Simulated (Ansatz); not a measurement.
One crystal and one scan (frozen-phonon scan) at two levels, r2SCAN (plane waves to 500 eV, PAW, scalar-relativistic; Ansatz, a first-principles code) and PBE (plane waves to 420 eV, PAW, scalar-relativistic; Ansatz), each from its own relaxed cell and on its own mesh. The cell shown is that of r2SCAN.

ZrO₂ (fluorite)

```
ZrO2
1.0
    0.00000     5.08914     5.08914
    2.54457     0.00000     2.54457
    2.54457     2.54457     0.00000
Zr O
2 4
Direct
  0.00000   0.00000   0.00000
  0.50000   0.00000   0.00000
  0.12500   0.25000   0.25000
  0.62500   0.25000   0.25000
  0.37500   0.75000   0.75000
  0.87500   0.75000   0.75000
```

A phonon eigenvector at L = (0.5, 0.0, 0.0) is frozen into this cell: atom i moves by Q times the vector below, so Q is the largest atomic displacement, in Å. The cell is held. (q is in reciprocal vectors of the primitive cell; the cell shown is doubled to hold the pattern.)

| atom | x | y | z |
|---|---|---|---|
| Zr1 | 0.577 | -0.577 | -0.577 |
| Zr2 | -0.577 | 0.577 | 0.577 |
| O3 | 0.427 | -0.427 | -0.427 |
| O4 | -0.427 | 0.427 | 0.427 |
| O5 | -0.427 | 0.427 | 0.427 |
| O6 | 0.427 | -0.427 | -0.427 |

The PAW data are Ansatz's earlier set. This is a high-temperature form of ZrO2. ZrO2 is run without spin polarisation. ZrO2 was relaxed with its symmetry unable to fall. (PBE) Left out: 4 of 13 points, with atoms too close for the PAW data. (r2SCAN) Left out: 4 of 13 points, with atoms too close for the PAW data. Percentages come from the unrounded values. Both scans cover Q from -0.187 to 0.187 Å.

Results of r2SCAN:

| Item | Result |
|---|---|
| Lattice constant a (Å) | 5.089 |
| Band gap of the relaxed cell, no spin-orbit coupling (eV) | 3.89 |
| Energy at Q = 0.187 Å (meV/cell) | 1174 |
| Harmonic wavenumber from the curvature (finite differences) (cm⁻¹ (negative: imaginary)) | 253 |
| Space group of the distorted cell | R-3m (No. 166), lowered from Fm-3m |
| Symmetry of the curve | even: the same for both signs |
| Shape of the curve | a single well with its minimum at or next to zero displacement |

Task: What does PBE give for the same quantities?

Result: 
```csv
quantity,PBE,r2SCAN − PBE
Lattice constant a (Å),5.116,-0.027 (-0.5 %)
"Band gap of the relaxed cell, no spin-orbit coupling (eV)",3.32,+0.57 (+17 %)
Energy at Q = 0.187 Å (meV/cell),1061,+113 (+11 %)
Harmonic wavenumber from the curvature (finite differences) (cm⁻¹ (negative: imaginary)),238,+15 (+6 %)
```

r2SCAN gives the higher value for: band gap of the relaxed cell, no spin-orbit coupling; energy at Q = 0.187 Å; harmonic wavenumber from the curvature. r2SCAN gives the lower value for: lattice constant a. Both give the same space group of the distorted cell: R-3m (No. 166), lowered from Fm-3m. Neither level is exact: the differences show how much the result hangs on the functional.

(A displaced cell: forces are minus the slopes of the energy, force constants its curvatures, and phonons follow from these.)
